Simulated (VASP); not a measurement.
Set up this calculation in VASP 6.6.1, as an ASE script.

```
Task                   : band structure
Functional             : LDA
Potentials or basis    : VASP PAW LDA potentials, release 64 (O, C)
Cutoff                 : 520 eV
k mesh                 : 6 × 6 × 6
Occupations            : fermi-dirac, width 0.02 eV
Spin                   : no spin polarisation
Further INCAR settings : ALGO = Normal; EDIFF = 1.00e-06; NBANDS = 25; ISYM = 0
```

CO2:

```
O C
1.0
     4.22721    0.00000    0.00000
     0.00000    4.22721    0.00000
     0.00000    0.00000    4.68777
O C
4 2
Direct
  0.80483 0.80483 0.00000
  0.19517 0.19517 0.00000
  0.69517 0.30483 0.50000
  0.30483 0.69517 0.50000
  0.00000 0.00000 0.00000
  0.50000 0.50000 0.50000
```

The cell comes from a database or a generator and needn't be the stable form of this composition.

The input as run:

run.py

```python
from ase import Atoms
from ase.calculators.vasp import Vasp
from ase.dft.bandgap import bandgap

atoms = Atoms(
    ['O', 'O', 'O', 'O', 'C', 'C'],
    cell=[[4.22721279, 0.0, 0.0], [0.0, 4.22721279, 0.0], [0.0, 0.0, 4.68777159]],
    scaled_positions=[[0.80482686, 0.80482686, 0.0], [0.19517314, 0.19517314, 0.0], [0.69517314, 0.30482686, 0.5], [0.30482686, 0.69517314, 0.5], [0.0, 0.0, 0.0], [0.5, 0.5, 0.5]],
    pbc=True,
)
calc = Vasp(
    directory='calc',
    xc='lda',
    pp='LDA',
    setups='recommended',
    prec='Accurate',
    encut=520,
    ediff=1e-06,
    ismear=-1,
    sigma=0.02,
    lreal=False,
    lasph=True,
    nelm=100,
    algo='Normal',
    isif=2,
    lwave=False,
    lcharg=True,
    kpts=[6, 6, 6],
    gamma=True,
    nbands=25,
)
atoms.calc = calc

print('energy (eV):', atoms.get_potential_energy())
print('free energy (eV):', atoms.get_potential_energy(force_consistent=True))
efermi = calc.get_fermi_level()
print('Fermi level (eV):', efermi)
path = atoms.cell.bandpath(npoints=60, eps=1e-4)
print('path:', path.path)
calc.set(kpts=path.kpts, reciprocal=True, icharg=11, isym=0, lcharg=False)
calc.calculate(atoms)
print('gap on the path (eV):', bandgap(calc, efermi=efermi)[0])
print('direct gap on the path (eV):', bandgap(calc, efermi=efermi, direct=True)[0])
```

Potentials or basis: VASP PAW LDA potentials, release 64 (O, C).

The run is started by

```console
$ python run.py
```

It gave:

```
Band gap along the path : 6.26 eV, indirect (least direct gap 6.75 eV)
```

Caveat: the log is that of the step along the path at fixed density, whose energy, stress, charges and moments have no meaning; the standard files for N, O and F lose accuracy on very short bonds.

Run time: 47 s on 1 thread of AMD EPYC 9R45 96-Core Processor (Zen 5) (shared host), peak memory 0.17 GiB.
